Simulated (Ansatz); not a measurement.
# BaS (rocksalt) under strain

BaS (rocksalt), relaxed with r2SCAN in Ansatz 0.2.0. Space group Fm-3m (No. 225), cubic; a = 6.424 Å in the conventional setting, 33.13 Å³ an atom. Around Ba lie 6 S at 3.21 Å; around S lie 6 Ba at 3.21 Å.

The axes x, y and z are those of this cell:
```xyz
2
Lattice="0.0000 3.2118 3.2118 3.2118 0.0000 3.2118 3.2118 3.2118 0.0000" Properties=species:S:1:pos:R:3 pbc="T T T"
Ba    0.0000    0.0000    0.0000
S     3.2118    3.2118    3.2118
```

Unstrained: With PBE the valence top lies at Γ and the conduction bottom at X, 2.230 eV higher; the smallest vertical gap, at X, is 2.345 eV. The r2SCAN gap is indirect, 2.578 eV (Γ to X), below the direct gap of 2.692 eV at X. With HSE06 the valence top lies at Γ and the conduction bottom at X, 3.138 eV higher; the smallest vertical gap, at X, is 3.277 eV. Meshes: PBE 8×8×8, r2SCAN 8×8×8, HSE06 6×6×6. Strains are changes of length per length. After each strain the atoms were relaxed again with r2SCAN within the symmetry that the strain leaves, so tilts or polar shifts that break it weren't tested; points keep the names that they have in the unstrained zone. No spin polarisation and no zero-point or thermal motion.

Changes of the least gap in eV (an overlap counts as a negative gap):
```csv
strain,volume change (%),space group,PBE,r2SCAN,HSE06,"energy rise, r2SCAN (meV/atom)"
"epitaxial +1.22 % in the plane normal to [111], free normal strain -1.02 %",+1.4,R-3m,-0.017,-0.019,-0.020,2.1
"biaxial -2.28 % in x and y, z held",-4.5,I4/mmm,-0.099,-0.103,-0.100,14.0
```

Epitaxial +1.22 % in the plane normal to [111], free normal strain -1.02 %. HSE06: the gap goes from 3.138 to 3.118 eV (-0.020 eV); with r2SCAN the top three valence levels at Γ, degenerate before, become 1+2 from the top over 53 meV. Stress change with r2SCAN, compression positive: xx -0.62, yy -0.62, zz -0.62, xy +0.28, xz +0.28, yz +0.28 GPa.

Biaxial -2.28 % in x and y, z held. HSE06: the gap goes from 3.138 to 3.038 eV (-0.100 eV); with r2SCAN the top three valence levels at Γ, degenerate before, become 2+1 from the top over 79 meV. Stress change with r2SCAN, compression positive: xx +3.11, yy +3.11, zz +0.84 GPa.

The runs are scalar-relativistic, without spin-orbit coupling.

The meshes of the hybrids are coarse, so their gaps aren't converged to the digits shown.

The splittings at Γ are without spin-orbit coupling, which regroups them where it is of like size or larger.
